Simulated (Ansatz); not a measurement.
Al$_{2}$Au: what symmetry allows forces and stress to be

```xyz
3
Lattice="0.0000 3.2016 2.9316 3.2016 0.0000 2.9316 3.2016 3.2016 0.0000" Properties=species:S:1:pos:R:3 pbc="T T T"
Al    1.6008    1.6008    1.5695
Al    4.8024    4.8024    4.5011
Au    0.0000    0.0000   -0.2073
```

All numbers below come from DFT PBE, scalar-relativistic, plane waves, PAW (Ansatz 0.2.0).

Plane waves to 420 eV, a k mesh through Γ of 10×10×10 on the computed 3-atom cell and Gaussian smearing (0.10 eV); no spin polarisation.

This distorted cell has space group I4mm, with 8 operations.

**Question.** Without a calculation: in which directions can each atom feel a force?

**Answer.** A force must be left unchanged by every operation that keeps its atom in place, so it lies in the space that those operations leave fixed. Atoms that the group maps onto each other feel forces of one size.
| atom | site symmetry | operations at the site | equivalent to atom | allowed force (Cartesian) |
| --- | --- | --- | --- | --- |
| Al1 | 2mm. | 4 | 1 | along (0.00, 0.00, 1.00) |
| Al2 | 2mm. | 4 | 1 | along (0.00, 0.00, 1.00) |
| Au3 | 4mm | 8 | 3 | along (0.00, 0.00, 1.00) |

That leaves 2 independent force components of 9, tied by 1 condition that the forces sum to zero, so 1 remains. A relaxation in this cell that keeps the symmetry moves the atoms in these directions alone.

**Question.** And the stress tensor?

**Answer.** It must be invariant under the point group, which leaves 2 independent components: yz, xz, xy vanish; xx = yy.

**Question.** Do the computed values obey this?

**Answer.** Yes. Forces (eV/Å):
```
Al1  0.000  0.000 -0.736
Al2  0.000  0.000 -0.736
Au3  0.000  0.000  1.471
```

Stress (GPa, compression positive, xx yy zz yz xz xy): -4.79 -4.79 -2.34 0.00 0.00 0.00. The program imposes the same operations on density, forces and stress, so this confirms the analysis and is no independent test of the calculation.

Spin–orbit coupling is left out, which can shift energies with elements as heavy as these.